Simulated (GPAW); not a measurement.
A run of GPAW 26.7.0:

File run.py:

```python
import numpy as np
from ase import Atoms
from ase.dft.bandgap import bandgap
from ase.io import write
from gpaw import GPAW, PW
from gpaw.response.df import DielectricFunction

atoms = Atoms(['Si', 'Si'],
              cell=[[0.0, 2.7218511865, 2.7218511865],
                    [2.7218511865, 0.0, 2.7218511865],
                    [2.7218511865, 2.7218511865, 0.0]],
              scaled_positions=[[0.5, 0.5, 0.5],
                                [0.75, 0.75, 0.75]],
              pbc=True)

calc = GPAW(mode=PW(450),
            xc='LDA',
            kpts={'size': (7, 7, 7), 'gamma': True},
            occupations={'name': 'fermi-dirac', 'width': 0.001},
            nbands=11,
            convergence={'density': 1e-06},
            maxiter=150,
            txt='gpaw.txt')
atoms.calc = calc
energy = atoms.get_potential_energy()
calc.write('gs.gpw')
write('result.traj', atoms)
print(f'Energy: {energy:.6f} eV')
print('Fermi level:', round(calc.get_fermi_level(), 4), 'eV')
print(f'Gap: {bandgap(calc)[0]:.4f} eV, direct: {bandgap(calc, direct=True)[0]:.4f} eV')

for size in [(21, 21, 21)]:
    name = 'x'.join(str(n) for n in size)
    dense = calc.fixed_density(kpts={'size': size, 'gamma': True},
                               nbands=30, convergence={'bands': 24, 'eigenstates': 1e-7},
                               update_fermi_level=True, txt=f'dense-{name}.txt')
    dense.write(f'{name}.gpw', mode='all')
    df = DielectricFunction(f'{name}.gpw', frequencies=np.array([0.0]), hilbert=False, eta=0.001,
                            ecut=80, nbands=24, intraband=False, txt=f'df-{name}.txt')
    for xc in ['RPA']:
        for direction in ['x', 'y', 'z', [0, 1, 1], [1, 0, 1], [1, 1, 0]]:
            e0, e = df.get_macroscopic_dielectric_constant(xc=xc, direction=direction)
            print(f'{name} {xc} {direction}: {e0:.4f} without, {e:.4f} with local fields')
```

Potentials or basis: the program's PAW data sets (release 1.2.1) made for this functional, pw.

Launch:

```bash
$ OMP_NUM_THREADS=1 python run.py
```

Hardware: 1 thread of INTEL(R) XEON(R) PLATINUM 8581C CPU @ 2.30GHz (Emerald Rapids), on a shared host.

Question: How long does it take, and how much memory?

Answer: Run time: 51 s on 1 thread of INTEL(R) XEON(R) PLATINUM 8581C CPU @ 2.30GHz (Emerald Rapids) (shared host), peak memory 0.38 GiB. Counts: scf iterations 18, plane waves 893, bands 11, k points 20.
